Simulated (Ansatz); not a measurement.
Level of theory: Ansatz, DFT PBE, scalar-relativistic, plane waves, PAW. Settings: cutoff 420 eV, Γ-centred meshes spaced at most about 0.3 Å⁻¹, and about 0.25 Å⁻¹ or finer for metals (2π included), Gaussian smearing. No spin polarisation.

These are static total energies at zero pressure.

**Question.** Order these relaxed structures of B6N by energy, lowest first, with the energy over the lowest of them.
1.

```
CELL_PARAMETERS angstrom
3.00551 0.00000 0.00000
-1.50276 2.60285 0.00000
0.00000 0.00000 6.45397
ATOMIC_POSITIONS crystal
B 0.00000 0.00000 0.79195
B 0.00000 0.00000 0.20805
B 0.33333 0.66667 0.64271
B 0.33333 0.66667 0.35729
B 0.66667 0.33333 0.35729
B 0.66667 0.33333 0.64271
N 0.00000 0.00000 0.00000
```

2.

```
CELL_PARAMETERS angstrom
2.72095 1.57094 4.07632
-2.72095 1.57094 4.07632
0.00000 -3.14188 4.07632
ATOMIC_POSITIONS crystal
B 0.67097 0.20336 0.20336
B 0.20336 0.20336 0.67097
B 0.20336 0.67097 0.20336
B 0.00103 0.33524 0.00103
B 0.00103 0.00103 0.33524
B 0.33524 0.00103 0.00103
B 0.79664 0.32903 0.79664
B 0.32903 0.79664 0.79664
B 0.79664 0.79664 0.32903
B 0.66476 0.99897 0.99897
B 0.99897 0.66476 0.99897
B 0.99897 0.99897 0.66476
N 0.37291 0.37291 0.37291
N 0.62709 0.62709 0.62709
```

3.

```
CELL_PARAMETERS angstrom
3.26292 0.00000 0.00000
-0.63183 4.35923 0.00000
-0.96213 -1.39680 4.71900
ATOMIC_POSITIONS crystal
B 0.39670 0.40932 0.21122
B 0.60330 0.59068 0.78878
B 0.17379 0.65073 0.97517
B 0.82621 0.34927 0.02483
B 0.50000 0.00000 0.00000
B 0.00000 0.00000 0.00000
N 0.50000 0.50000 0.50000
```

**Answer.** 2 (0 meV/atom), 1 (568 meV/atom), 3 (630 meV/atom). Forms: cell 2 R-3m; cell 1 P6/mmm; cell 3 P-1. Counting B atoms around N (those within 1.25 times the shortest such distance or 1.15 times the sum of covalent radii): cell 2 has N 3; cell 1 has N 2; cell 3 has N 2. Cell 2 holds B–B bonds in all directions (shortest 1.69 Å); cell 1 holds B–B nets (shortest 1.74 Å); cell 3 holds B–B nets (shortest 1.63 Å). All come from invented guesses.

Cells relaxed within their symmetry can be saddle points. Some candidate types were left out of the draw beforehand, so a known form may be missing.
